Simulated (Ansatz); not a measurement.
Relaxed bulk AlRu:

```yaml
crystal:
  lattice:
    - [2.98262, 0.00000, 0.00000]
    - [0.00000, 2.98262, 0.00000]
    - [0.00000, 0.00000, 2.98262]
  atoms:
    - { symbol: Al, position: [0.00000, 0.00000, 0.00000] }
    - { symbol: Ru, position: [0.50000, 0.50000, 0.50000] }
```

Miller indices refer to the conventional cell of Pm-3m (No. 221), a = 2.983 Å, b = 2.983 Å, c = 2.983 Å, α = 90.00°, β = 90.00°, γ = 90.00°.

The (100) slab of 8 planes, 10.4 Å thick with 15 Å of vacuum as cut; outer planes Al (top) and Ru (bottom).

Level of theory: DFT r2SCAN, scalar-relativistic, plane waves, PAW in Ansatz 0.2.0. Cutoff 500 eV; k points 12×12×1 on the computed 8-atom cell (Γ-centred); Gaussian smearing, width 0.10 eV; no spin polarisation. A dipole correction removes the field between periodic images along c.

With the atoms at the bulk's places:

| Item | Value |
| --- | --- |
| Surface energy (mean of both faces) | 3.10 J/m² |
| Work function | 3.19 eV (top), 4.21 eV (bottom) |
| Dipole of the slab along +c, per cell | 0.05 e·Å |

(1) What changes when all atoms relax within this surface cell and its symmetry?

## Answers

(1) The energy falls by 0.268 J/m² a face, and the largest move is 0.21 Å.

* Surface energy (mean of both faces): 2.83 J/m²
* Work function: 3.13 eV (top), 4.16 eV (bottom)
* Dipole of the slab along +c, per cell: 0.05 e·Å

| plane (bottom to top) | atoms | spacing to next, bulk (Å) | relaxed (Å) | change (%) |
| --- | --- | --- | --- | --- |
| 1 | Ru | 1.491 | 1.403 | -5.9 |
| 2 | Al | 1.491 | 1.457 | -2.3 |
| 3 | Ru | 1.491 | 1.511 | +1.3 |
| 4 | Al | 1.491 | 1.461 | -2.0 |
| 5 | Ru | 1.491 | 1.470 | -1.4 |
| 6 | Al | 1.491 | 1.573 | +5.5 |
| 7 | Ru | 1.491 | 1.222 | -18.1 |
| 8 | Al |  |  |  |